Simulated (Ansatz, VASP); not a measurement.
One calculation of MoS2, two programs

File INCAR:

```
SYSTEM = MoS2
  ALGO = Normal
  EDIFF = 1E-7
  EDIFFG = -0.02
  ENCUT = 600
  GGA = PE
  IBRION = 2
  ISIF = 3
  ISMEAR = -1
  LASPH = .TRUE.
  LCHARG = .FALSE.
  LREAL = .FALSE.
  LWAVE = .FALSE.
  NELM = 60
  NSW = 60
  PREC = Accurate
  SIGMA = 0.05
```

File KPOINTS:

```
k-points
0
G
  10 10 10
  0 0 0
```

Contents of POSCAR:

```
MoS2
1.0
    1.5855000000      0.9153888518      6.1149966667
   -1.5855000000      0.9153888518      6.1149966667
    0.0000000000     -1.8307777036      6.1149966667
Mo S
1 2
Direct
    0.0000000000      0.0000000000      0.0000000000
    0.2500000000      0.2500000000      0.2500000000
    0.7500000000      0.7500000000      0.7500000000
```

The input input.yaml:

```yaml
crystal:
  lattice:
    - [1.5855, 0.9153888518, 6.1149966667]
    - [-1.5855, 0.9153888518, 6.1149966667]
    - [0.0, -1.8307777036, 6.1149966667]
  atoms:
    - { symbol: Mo, position: [0.0, 0.0, 0.0] }
    - { symbol: S, position: [0.25, 0.25, 0.25] }
    - { symbol: S, position: [0.75, 0.75, 0.75] }
hamiltonian:
  xc: pbe
  pseudopotentials: { kind: paw }
kpoints:
  mp_grid: { grid: [10, 10, 10] }
scf:
  occupations: { method: fermi_dirac, width: 0.05 }
output:
  forces: true
  stress: true
  eigenvalues: true
relax:
  f_tol: 0.01
  max_steps: 40
  cell: { stress_tol: 0.05 }
```

Measurements of this composition are mostly on another form, of space group No. 194.

Alike in both runs: task relaxation of cell and atoms; functional PBE; k mesh 10 × 10 × 10; occupations fermi-dirac, width 0.05 eV; no spin polarisation.

|  | VASP | Ansatz |
| --- | --- | --- |
| version | VASP 6.6.1 | Ansatz 0.2.0 |
| potentials or method | VASP PAW PBE potentials, release 64 (Mo_sv, S) | Ansatz PAW |
| plane-wave cutoff (eV) | 600 | 420 |
| valence electrons in the cell | 26 | 26 |

|  | VASP | Ansatz | Ansatz less VASP |
| --- | --- | --- | --- |
| gap on the k mesh at the Fermi level, each at its own relaxed structure (eV) | none | none | - |
| relaxed volume (Å³/atom) | 19.72 | 19.87 | +0.155 |
| relaxed cell length with the largest relative difference (Å) | 6.950 | 7.014 | +0.0644 |
| energy change over the relaxation (meV/atom) | -29 | -30 | -1.1 |

A gap of «none» marks a metal or a gap that the smearing closes.

Caveats: the plane-wave basis is chosen anew once the cell has moved, so the energies of steps on either side of that aren't comparable (Ansatz). PBE usually gives volumes a little too large and moduli too small. Zero-point motion and thermal expansion aren't in these numbers.
